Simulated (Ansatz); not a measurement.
Input and output of a single-point calculation on ZnO built on the NiAs prototype (Ansatz, r2SCAN). The cell was relaxed with r2SCAN and then strained (isotropic -0.81 % on every length), with the atoms relaxed again with r2SCAN; k points keep the names of the unstrained zone.

```yaml
crystal:
  lattice:
    - [2.9527479643, 0.0, 0.0]
    - [-1.4763739822, 2.5571547481, 0.0]
    - [0.0, 0.0, 5.0841165378]
  atoms:
    - { symbol: Zn, position: [0.0, 0.0, 0.0] }
    - { symbol: Zn, position: [0.0, 0.0, 0.5] }
    - { symbol: O, position: [0.3333333333, 0.6666666667, 0.25] }
    - { symbol: O, position: [0.6666666667, 0.3333333333, 0.75] }
kpoints:
  mp_grid: { grid: [12, 12, 6] }
  band_path:
    path:
      - [0.0, 0.0, 0.0]
      - [0.5, 0.0, 0.0]
      - [0.3333333333, 0.3333333333, 0.0]
      - [0.0, 0.0, 0.5]
      - [0.5, 0.0, 0.5]
      - [0.3333333333, 0.3333333333, 0.5]
    npoints: 1
hamiltonian:
  xc: r2scan
scf:
  occupations: { method: fixed }
  n_extra_bands: 5
output:
  forces: true
  stress: true
  eigenvalues: true
```

Some lines of the output have been replaced by numbered gaps.
```
scf.n_extra_bands = 5 over 18 filled bands (N_el = 36.0): the run solves 23 bands
Pseudopotential: Zn, paw, valence charge 12, recommended cutoff 500 eV (meta_gga)
Pseudopotential: O, paw, valence charge 6, recommended cutoff 500 eV (meta_gga)
Functional definition: r2SCAN
Crystal: 4 atoms, lattice volume = 38.388 Å³
Basis set: ecut = 500 eV, 991 PW (Γ)
Symmetry: 24 space group operations
Space group: P63/mmc (ITA 194)
k-points: 76 of 864
SCF 1 converged in 7 iterations: F = -7789.053771 eV  dr2 = 6.12e-10
NSCF: frozen V_eff on 6 k-points
SCF converged after 7 iterations
Free energy (F): -7789.053771 eV
[1]
--- Stress (GPa, compression-positive) ---
[2]
--- Band table (eV; the first three rows and the last of 76) ---
[3]
```

The rows of the band table are 0: (0, 0, 0) = Γ, 1: (0, 0, 1/6), 2: (0, 0, 1/3), 75: (1/3, 1/3, -1/2) = H.

Problem. Fill in the blanks. They hold the Fermi energy and the band table, the stress.

Solution.
```
[1]
Fermi energy:    10.018637 eV
[2]
        4.630210       0.000000       0.000000
        0.000000       4.630210       0.000000
        0.000000       0.000000       5.302515
  P = ⅓ Tr σ = 4.8543 GPa (48.543 kbar)
[3]
  k-point 0: bands = […, 6.4368, 8.2415, 8.6593, 8.6593, 10.0186, 10.0186, 11.5061, 16.4842, 19.7742, 25.1689, …]
  k-point 1: bands = […, 6.3595, 7.6755, 8.7828, 8.7828, 9.9482, 9.9482, 12.1441, 16.2833, 20.0002, 25.2800, …]
  k-point 2: bands = […, 6.2004, 6.7318, 9.0847, 9.0847, 9.7452, 9.7452, 13.3764, 15.6479, 20.7404, 23.7510, …]
  k-point 75: bands = […, 5.9942, 5.9942, 6.6368, 6.6368, 9.6744, 9.6744, 18.3812, 18.3812, 18.7204, 18.7204, …]
```
The trailing digits, and the zero of the energies, depend on the potentials and thresholds.

With r2SCAN the gap is 1.49 eV and direct, at Γ. At this geometry r2SCAN finds +4.85 GPa, compression counted positive: its own equilibrium volume is larger.

No spin polarisation and no zero-point or thermal motion; the cell was built from a prototype and may be hypothetical.
